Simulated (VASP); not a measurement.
Method: r2SCAN meta-GGA, VASP's PBE PAW potentials (set 64) (plane waves; VASP 6.6.1).

The input files of a VASP run:

INCAR:
```
! general
SYSTEM   =  MgF2
PREC     =  Accurate
ENCUT    =  520
LREAL    =  F
LASPH    =  T   ! aspherical one-centre terms

! electronic loop
EDIFF    =  1E-6   ! SCF stop (eV)
NELM     =  100   ! most electronic steps
ALGO     =  Normal   ! blocked Davidson
LMIXTAU  =  T

! smearing
ISMEAR   =  0   ! Gaussian
SIGMA    =  0.05   ! width (eV)

! functional
METAGGA  =  R2SCAN

! ions
IBRION   =  2   ! conjugate gradients
NSW      =  60
ISIF     =  3
EDIFFG   =  -0.02   ! ionic stop

! output
LWAVE    =  F
LCHARG   =  F
```

POSCAR:
```
MgF2
1.0
  4.6200000000   0.0000000000   0.0000000000
  0.0000000000   4.6200000000   0.0000000000
  0.0000000000   0.0000000000   3.0500000000
Mg F
2 4
Direct
  0.0000000000   0.0000000000   0.0000000000
  0.5000000000   0.5000000000   0.5000000000
  0.3030000000   0.3030000000   0.0000000000
  0.8030000000   0.1970000000   0.5000000000
  0.1970000000   0.8030000000   0.5000000000
  0.6970000000   0.6970000000   0.0000000000
```

KPOINTS:
```
Regular mesh
0
G
 5 5 7
0 0 0
```

POTCAR, in this order: Mg F (PBE.64 set). Program: vasp_std.

Output of the run:

### OUTCAR
```
 ion  position               nearest neighbor table
   1  0.000  0.000  0.000-   3 1.98   6 1.98   5 2.00   4 2.00   4 2.00   5 2.00   2 3.61   2 3.61
                             2 3.61   2 3.61   2 3.61   2 3.61   2 3.61   2 3.61
   2  0.500  0.500  0.500-   4 1.98   5 1.98   3 2.00   6 2.00   3 2.00   6 2.00   1 3.61   1 3.61
                             1 3.61   1 3.61   1 3.61   1 3.61   1 3.61   1 3.61
   3  0.303  0.303  0.000-   1 1.98   2 2.00   2 2.00
   4  0.803  0.197  0.500-   2 1.98   1 2.00   1 2.00
   5  0.197  0.803  0.500-   2 1.98   1 2.00   1 2.00
   6  0.697  0.697  0.000-   1 1.98   2 2.00   2 2.00
  LATTYP: Found a simple tetragonal cell.
 ALAT       =     4.6200000000
 C/A-ratio  =     0.6601731602
 Subroutine PRICEL returns:
 Original cell was already a primitive cell.
 Subroutine GETGRP returns: Found 16 space group operations
The static configuration has the point symmetry D_2h.
 The point group associated with its full space group is D_4h.
The dynamic configuration has the point symmetry D_2h.
 Subroutine INISYM returns: Found 16 space group operations
 Subroutine IBZKPT returns following result:
 Found     24 irreducible k-points:

 Following reciprocal coordinates:
            Coordinates               Weight
  0.000000  0.000000  0.000000      1.000000
...
```

OSZICAR:
```
       N       E                     dE             d eps       ncg     rms          rms(c)
DAV:   1     0.186717668080E+03    0.18672E+03   -0.18940E+04  1000   0.154E+03
DAV:   2    -0.464868191851E+02   -0.23320E+03   -0.22584E+03  1264   0.354E+02
DAV:   3    -0.555544472066E+02   -0.90676E+01   -0.90489E+01  1116   0.725E+01
DAV:   4    -0.556088207526E+02   -0.54374E-01   -0.54361E-01  1100   0.641E+00
DAV:   5    -0.556091302743E+02   -0.30952E-03   -0.30951E-03  1096   0.498E-01    0.905E+00
DAV:   6    -0.462132460005E+02    0.93959E+01   -0.51625E+00  1000   0.155E+01    0.270E+00
DAV:   7    -0.429248312934E+02    0.32884E+01   -0.11413E+00  1044   0.129E+01    0.191E+00
DAV:   8    -0.503755602305E+02   -0.74507E+01   -0.12710E+00   976   0.128E+01    0.963E-01
DAV:   9    -0.435836778343E+02    0.67919E+01   -0.43210E-01   960   0.807E+00    0.352E-01
DAV:  10    -0.434386836541E+02    0.14499E+00   -0.19695E-01   960   0.505E+00    0.143E-01
DAV:  11    -0.433942218727E+02    0.44462E-01   -0.53473E-03  1124   0.843E-01    0.131E-01
DAV:  12    -0.438296862888E+02   -0.43546E+00   -0.93230E-02   960   0.337E+00    0.222E-01
DAV:  13    -0.438307753442E+02   -0.10891E-02   -0.17393E-03  1096   0.525E-01    0.119E-01
DAV:  14    -0.438343227484E+02   -0.35474E-02   -0.16851E-03   964   0.535E-01    0.902E-02
DAV:  15    -0.438351030386E+02   -0.78029E-03   -0.27924E-04  1068   0.188E-01    0.574E-02
DAV:  16    -0.438351257738E+02   -0.22735E-04   -0.54698E-05  1068   0.628E-02    0.361E-02
DAV:  17    -0.438351226324E+02    0.31414E-05   -0.91660E-05  1004   0.848E-02    0.954E-03
DAV:  18    -0.438351352811E+02   -0.12649E-04   -0.78942E-06   984   0.342E-02    0.673E-03
DAV:  19    -0.438351407855E+02   -0.55044E-05   -0.94142E-06  1072   0.272E-02    0.182E-03
DAV:  20    -0.438351411044E+02   -0.31890E-06   -0.18498E-07   560   0.557E-03
   1 F= -.43835141E+02 E0= -.43835141E+02  d E =-.438351E+02
       N       E                     dE             d eps       ncg     rms          rms(c)
DAV:   1    -0.438855723644E+02   -0.50432E-01   -0.89923E-01  1080   0.928E+00    0.174E+00
DAV:   2    -0.438392152489E+02    0.46357E-01   -0.17772E-01  1068   0.351E+00    0.286E-01
DAV:   3    -0.438367997640E+02    0.24155E-02   -0.39160E-03   976   0.610E-01    0.101E-01
DAV:   4    -0.438294533933E+02    0.73464E-02   -0.38411E-03   960   0.817E-01    0.421E-02
DAV:   5    -0.438379528040E+02   -0.84994E-02   -0.14709E-03   960   0.513E-01    0.120E-02
DAV:   6    -0.438379458310E+02    0.69730E-05   -0.86296E-05  1032   0.116E-01    0.320E-03
DAV:   7    -0.438380043993E+02   -0.58568E-04   -0.29743E-05   984   0.709E-02    0.434E-03
DAV:   8    -0.438380086063E+02   -0.42070E-05   -0.59725E-06  1020   0.272E-02    0.286E-04
DAV:   9    -0.438380100477E+02   -0.14413E-05   -0.50092E-07   688   0.952E-03    0.128E-04
DAV:  10    -0.438380101620E+02   -0.11438E-06   -0.31223E-08   524   0.223E-03
   2 F= -.43838010E+02 E0= -.43838010E+02  d E =-.286906E-02
```

**OUTCAR**
```
------------------------ aborting loop because EDIFF is reached ----------------------------------------
  FORCE on cell =-STRESS in cart. coord.  units (eV):
  Direction    XX          YY          ZZ          XY          YZ          ZX
  --------------------------------------------------------------------------------------
  Total        0.0444100      0.0444100      0.0475627     -0.0000000      0.0000000      0.0000000
  in kB        1.1062699      1.1062699      1.1848042     -0.0000000      0.0000000      0.0000000
  external PRESSURE =       1.1324480 kB  Pullay stress =       0.0000000 kB
  volume of cell :       64.32
      direct lattice vectors                 reciprocal lattice vectors
     4.603145614  0.000000000  0.000000000     0.217242747 -0.000000000  0.000000000
     0.000000000  4.603145614  0.000000000    -0.000000000  0.217242747  0.000000000
     0.000000000  0.000000000  3.035437471     0.000000000  0.000000000  0.329441805
 POSITION                                       TOTAL-FORCE (eV/Angst)
 -----------------------------------------------------------------------------------
      4.60315      0.00000      0.00000         0.000000      0.000000      0.000000
      2.30157      2.30157      1.51772         0.000000      0.000000      0.000000
      1.39498      1.39498      0.00000        -0.012745     -0.012745      0.000000
      3.69655      0.90660      1.51772        -0.012745      0.012745      0.000000
      0.90660      3.69655      1.51772         0.012745     -0.012745      0.000000
      3.20817      3.20817      0.00000         0.012745      0.012745     -0.000000
 -----------------------------------------------------------------------------------
    total drift:                                0.000000      0.000000      0.000000
  FREE ENERGIE OF THE ION-ELECTRON SYSTEM (eV)
  ---------------------------------------------------
  free  energy   TOTEN  =       -43.8380101620 eV

  energy  without entropy=      -43.8380101620  energy(sigma->0) =      -43.83801016

 reached required accuracy - stopping structural energy minimisation
```
(Selected blocks of OUTCAR.)

File CONTCAR:
```
MgF2
   1.00000000000000
     4.6031456143564702    0.0000000000000000    0.0000000000000000
     0.0000000000000000    4.6031456143564702    0.0000000000000000
     0.0000000000000000    0.0000000000000000    3.0354374711832559
  Mg              F
     2     4
Direct
     1.0000000000000000    0.0000000000000000    0.0000000000000000
     0.5000000000000000    0.5000000000000000    0.5000000000000000
     0.3030487803887773    0.3030487803887773    0.0000000000000000
     0.8030487803887773    0.1969512196112227    0.5000000000000000
     0.1969512196112227    0.8030487803887773    0.5000000000000000
     0.6969512196112227    0.6969512196112227    0.0000000000000000
```

OUTCAR:
```
 val. band max:       -1.7714567950   @ k =   0.0000   0.0000   0.0000

 cond. band min:       6.3397319851   @ k =   0.0000   0.0000   0.0000


 Fermi energy:        -1.4644659456

 k-point     1 :       0.0000    0.0000    0.0000
  band No.  band energies     occupation
      1     -23.6897      2.00000
      2     -22.8835      2.00000
      3     -22.8835      2.00000
      4     -22.7928      2.00000
      5      -5.8663      2.00000
      6      -4.3364      2.00000
      7      -3.8950      2.00000
      8      -3.8950      2.00000
      9      -3.7052      2.00000
     10      -3.6756      2.00000
     11      -3.0182      2.00000
     12      -3.0182      2.00000
     13      -2.5005      2.00000
     14      -2.0940      2.00000
     15      -2.0940      2.00000
     16      -1.7715      2.00000
     17       6.3397      0.00000
     18      11.5783      0.00000
     19      11.5783      0.00000
     20      13.0964      0.00000

 k-point     2 :       0.2000    0.0000    0.0000
  band No.  band energies     occupation
      1     -23.6255      2.00000
      2     -23.0011      2.00000
      3     -22.8661      2.00000
      4     -22.7653      2.00000
      5      -5.7206      2.00000
      6      -4.3365      2.00000
      7      -4.2655      2.00000
      8      -3.6859      2.00000
      9      -3.6443      2.00000
     10      -3.3399      2.00000
     11      -3.0892      2.00000
     12      -2.9698      2.00000
     13      -2.5507      2.00000
     14      -2.4323      2.00000
     15      -2.1249      2.00000
     16      -1.8700      2.00000
     17       6.8348      0.00000
     18      10.9013      0.00000
     19      11.8388      0.00000
     20      13.2206      0.00000

 k-point     3 :       0.4000    0.0000    0.0000
  band No.  band energies     occupation
      1     -23.4517      2.00000
      2     -23.2195      2.00000
      3     -22.8224      2.00000
      4     -22.7777      2.00000
      5      -5.3552      2.00000
...
```

The compound is MgF2 in the rutile structure. This run relaxes it. Symmetry was kept, so distortions that lower it aren't found. The start is the result of an earlier pass.
